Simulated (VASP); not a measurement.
Here is a VASP 6.6.1 calculation.

Contents of POSCAR:

```
MoP
1.0
    3.2421003646      0.0000000000      0.0000000000
   -1.6210501823      2.8077412773      0.0000000000
    0.0000000000      0.0000000000      3.1936992190
  Mo              P
     1     1
Direct
     0.0000000000000000    0.0000000000000000    0.0000000000000000
     0.3333333332999970    0.6666666667000030    0.5000000000000000
```

INCAR.step1

```
SYSTEM = MoP
PREC = Accurate
ENCUT = 600
EDIFF = 1E-8
ISMEAR = 1
SIGMA = 0.2
LREAL = .FALSE.
LASPH = .TRUE.
NELM = 80
ALGO = Fast
ISIF = 3
LWAVE = .FALSE.
LCHARG = .FALSE.
GGA = PE
KPAR = 2
IBRION = 2
NSW = 40
EDIFFG = -0.002
```

File INCAR.step2:

```
SYSTEM = MoP
PREC = Accurate
ENCUT = 600
EDIFF = 1E-8
ISMEAR = 1
SIGMA = 0.2
LREAL = .FALSE.
LASPH = .TRUE.
NELM = 80
ALGO = Fast
ISIF = 2
LWAVE = .FALSE.
LCHARG = .FALSE.
GGA = PE
KPAR = 2
IBRION = 6
NFREE = 2
POTIM = 0.015
NSW = 1
```

The input KPOINTS:

```
Automatic mesh
0
G
  24 24 21
  0 0 0
```

Potentials or basis: VASP PAW PBE potentials, release 64 (Mo_sv, P).

Command:

```sh
$ cat potpaw_PBE.64/Mo_sv/POTCAR potpaw_PBE.64/P/POTCAR > POTCAR
$ cp INCAR.step1 INCAR
$ mpirun -np 2 vasp_std > vasp.out
$ cp CONTCAR POSCAR
$ cp INCAR.step2 INCAR
$ mpirun -np 2 vasp_std > vasp.out
```

Question: What does it give for the highest phonon frequency at Γ, LO-TO splitting left out?

Answer: 398 cm⁻¹.

Phonon frequencies in cm⁻¹ (negative: imaginary):
```
              q point        frequencies
(0.000, 0.000, 0.000)  0 0 0 392 398 398
```
